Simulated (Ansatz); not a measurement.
# MoS2: random displacements

This session takes MoS2 and sets out to see what random moves of the atoms cost.

Method: DFT r2SCAN, scalar-relativistic, plane waves, PAW, in Ansatz 0.2.0.

**1. Starting point**

It takes space group P-6m2 (No. 187, hexagonal). The conventional cell has a = 3.184 Å, b = 3.184 Å, c = 28.419 Å, α = 90.00°, β = 90.00°, γ = 120.00°. Mo (site symmetry -6m2) has 6 S at 2.41 Å in its first shell of neighbours. Mo (site symmetry 3m) has 6 S at 2.41 Å in its first shell of neighbours. S (site symmetry 3m) is surrounded by 3 Mo at 2.41 Å.

Coordinates:

```xyz
9
Lattice="3.1843 0.0000 0.0000 -1.5921 2.7577 0.0000 0.0000 0.0000 28.4188" Properties=species:S:1:pos:R:3 pbc="T T T"
Mo    1.5921    0.9192    0.0000
Mo    0.0000    1.8384   21.9233
Mo    0.0000    1.8384    6.4955
S     0.0000    1.8384    1.5527
S     1.5921    0.9192   23.4762
S     1.5921    0.9192    8.0476
S     0.0000    1.8384   26.8661
S     1.5921    0.9192   20.3712
S     1.5921    0.9192    4.9427
```

It goes back to an entry of the Materials Project, which need not be the stable form.

This cell was relaxed beforehand with the same method: volume 27.73 Å³/atom, gap on the mesh 1.26 eV.

**2. The reference cell**

The reference gives a free energy of -20346.4452 eV, pressure -0.01 GPa, largest force 0.001 eV/Å and gap on the mesh 1.26 eV. It was computed beforehand with the settings of the runs below.

**3. Setting up random displacements**

All atoms are moved at random with no net shift, in some cells together with a random strain.

**4. At rms move = 0.184 Å**

input.yaml

```yaml
crystal:
  lattice:
    - [3.3306698712, 0.1078097116, 0.0543068951]
    - [-1.5719689866, 2.7628166998, 0.0072322369]
    - [0.4846752614, 0.3543585545, 29.1500207392]
  atoms:
    - { symbol: Mo, position: [0.6743929553, 0.3362370183, 0.0022404929] }
    - { symbol: Mo, position: [0.378483301, 0.6436232715, 0.7702052277] }
    - { symbol: Mo, position: [0.2716134803, 0.607337503, 0.2287259411] }
    - { symbol: S, position: [0.3542355711, 0.6763762577, 0.0515764509] }
    - { symbol: S, position: [0.7272582612, 0.3890710637, 0.8313359826] }
    - { symbol: S, position: [0.575517623, 0.3480272615, 0.2862169719] }
    - { symbol: S, position: [0.3084291962, 0.651930811, 0.9470055625] }
    - { symbol: S, position: [0.7108326511, 0.3473285373, 0.7130040015] }
    - { symbol: S, position: [0.6659036274, 0.3334016094, 0.1696893689] }
basis:
  ecutwfc: 500
kpoints:
  mp_grid: { grid: [12, 12, 1] }
hamiltonian:
  xc: r2scan
scf:
  occupations: { method: gaussian, width: 0.05 }
output:
  forces: true
  stress: true
  eigenvalues: true
  write_density: true
  write_potential: true
  elf: true
  volumetric_format: npy
```

Command:

```sh
$ ansatz run input.yaml --threads 2 --pin off --max-ram 5120MiB --backend cpu --events-out ev --progress --plain --runs-dir out
```

**5. At rms move = 0.525 Å**

input.yaml

```yaml
crystal:
  lattice:
    - [3.1842713585, 0.0, 0.0]
    - [-1.5921356792, 2.757659889, 0.0]
    - [0.0, 0.0, 28.418814053]
  atoms:
    - { symbol: Mo, position: [0.6543428582, 0.2820356802, 0.0066674744] }
    - { symbol: Mo, position: [0.3244425619, 0.6971085328, 0.7621122288] }
    - { symbol: Mo, position: [0.369326518, 0.535741265, 0.2199050303] }
    - { symbol: S, position: [0.1710158031, 0.712925434, 0.0332059883] }
    - { symbol: S, position: [0.5176093236, 0.3253687297, 0.8398834941] }
    - { symbol: S, position: [0.6155327342, 0.1842292097, 0.2952753779] }
    - { symbol: S, position: [0.3692373018, 0.6290766824, 0.9539105219] }
    - { symbol: S, position: [0.8580072193, 0.4522932198, 0.7176201679] }
    - { symbol: S, position: [0.7871523467, 0.5145545796, 0.1714197164] }
basis:
  ecutwfc: 500
kpoints:
  mp_grid: { grid: [12, 12, 1] }
hamiltonian:
  xc: r2scan
scf:
  occupations: { method: gaussian, width: 0.05 }
output:
  forces: true
  stress: true
  eigenvalues: true
```

**6. At rms move = 0.335 Å**

input.yaml

```yaml
crystal:
  lattice:
    - [3.1507196428, 0.0208180642, -0.0534263674]
    - [-1.5573308489, 2.7452082143, 0.0190146391]
    - [-0.4768167753, -0.0793366535, 28.2216478407]
  atoms:
    - { symbol: Mo, position: [0.5503332783, 0.2983652, -0.0099885539] }
    - { symbol: Mo, position: [0.3324815442, 0.6699760157, 0.7751104273] }
    - { symbol: Mo, position: [0.3242407316, 0.7114057056, 0.2254104852] }
    - { symbol: S, position: [0.4657711514, 0.797284439, 0.0558954541] }
    - { symbol: S, position: [0.5921586188, 0.2412280756, 0.8322641646] }
    - { symbol: S, position: [0.7260964365, 0.3800618034, 0.2742870218] }
    - { symbol: S, position: [0.3399485373, 0.5638709237, 0.9388214745] }
    - { symbol: S, position: [0.7457365942, 0.4114890672, 0.7281805994] }
    - { symbol: S, position: [0.5898997744, 0.2596521032, 0.1800189271] }
basis:
  ecutwfc: 500
kpoints:
  mp_grid: { grid: [12, 12, 1] }
hamiltonian:
  xc: r2scan
scf:
  occupations: { method: gaussian, width: 0.05 }
output:
  forces: true
  stress: true
  eigenvalues: true
```

**7. Point rms move = 0.421 Å**

input.yaml

```yaml
crystal:
  lattice:
    - [3.1546966913, 0.2604920849, 0.0382298977]
    - [-1.3517555826, 2.7304334396, 0.0262481063]
    - [0.3411921387, 0.4674848539, 29.0110875009]
  atoms:
    - { symbol: Mo, position: [0.7530023541, 0.3386491846, -0.0117707867] }
    - { symbol: Mo, position: [0.3023273574, 0.6221093426, 0.7688949314] }
    - { symbol: Mo, position: [0.3801661141, 0.8070526802, 0.2349027629] }
    - { symbol: S, position: [0.1194669143, 0.5605746896, 0.065702117] }
    - { symbol: S, position: [0.6090061499, 0.3223872566, 0.8272399637] }
    - { symbol: S, position: [0.6999874342, 0.1978072557, 0.2716214321] }
    - { symbol: S, position: [0.4179726987, 0.7538368597, 0.9549027753] }
    - { symbol: S, position: [0.7450941875, 0.3848080945, 0.7055873129] }
    - { symbol: S, position: [0.6396434565, 0.3461079697, 0.1829194915] }
basis:
  ecutwfc: 500
kpoints:
  mp_grid: { grid: [12, 12, 1] }
hamiltonian:
  xc: r2scan
scf:
  occupations: { method: gaussian, width: 0.05 }
output:
  forces: true
  stress: true
  eigenvalues: true
```

(Steps that only read results are left out.)

**Question.** What will these runs give?

The runs gave:

| quantity | value |
| --- | --- |
| costliest cell | 2449.1 meV/atom at an rms move of 0.525 Å |

What this shows: The cost runs from 282.2 to 2449.1 meV/atom. Energy over the square of the rms move lies between 8.2 and 9.5 eV/Å² per atom; a harmonic solid under isotropic random moves would keep it roughly constant, while strain and close contacts change it. The gap on the mesh, 1.26 eV at the start, reads zero at rms move = 0.335. The cell holds empty space of several Å, a single layer or slab in vacuum, so volume, pressure and the long edge depend on that space. Where forces pass 15 eV/Å atoms stand far too close, the PAW spheres overlap strongly and those numbers are rough.
